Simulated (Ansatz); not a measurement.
The system is Si2Mo.

```
CELL_PARAMETERS angstrom
-1.60000 1.60000 3.93050
1.60000 -1.60000 3.93050
1.60000 1.60000 -3.93050
ATOMIC_POSITIONS crystal
Mo 0.00000 0.00000 0.00000
Si 0.66700 0.66700 0.00000
Si 0.33300 0.33300 0.00000
```

| Item | Value |
| --- | --- |
| Program | Ansatz 0.2.0 |
| Task | relaxation of cell and atoms |
| Functional | LDA |
| Potentials or basis | Ansatz PAW |
| Cutoff | 420 eV (not typed: the program's choice for these potentials) |
| k mesh | 12 × 12 × 12 |
| Occupations | fermi-dirac, width 0.05 eV |
| Spin | no spin polarisation |

At the start: volume 13.42 Å³/atom.

Task: Where does the relaxation end?

Result: It ends after 5 steps and the volume is 13.06 Å³/atom (-2.7 %); space group I4/mmm (No. 139, to 0.05 Å).

The path:
```
step  energy change (eV)  largest force (eV/Å)  volume (Å³)
   1              0.0000                0.3763        40.25
   2             -0.0263                0.0043        38.83
   3             -0.0283                0.0170        39.19
   4             -0.0284                0.0065        39.18
   5             -0.0281                0.0064        39.18
```

Final structure:
```xyz
3
Lattice="-1.5870 1.5870 3.8891 1.5870 -1.5870 3.8891 1.5870 1.5870 -3.8891" Properties=species:S:1:pos:R:3 pbc="T T T"
Mo    0.0000    0.0000    0.0000
Si    0.0000    0.0000    5.1712
Si    0.0000    0.0000    2.6071
```

Caveat: the plane-wave basis is chosen anew once the cell has moved, so the energies of steps on either side of that aren't comparable; the PAW data sets come from PBE, with cores solved anew for the run's functional, which leaves a small shift of forces and pressure.
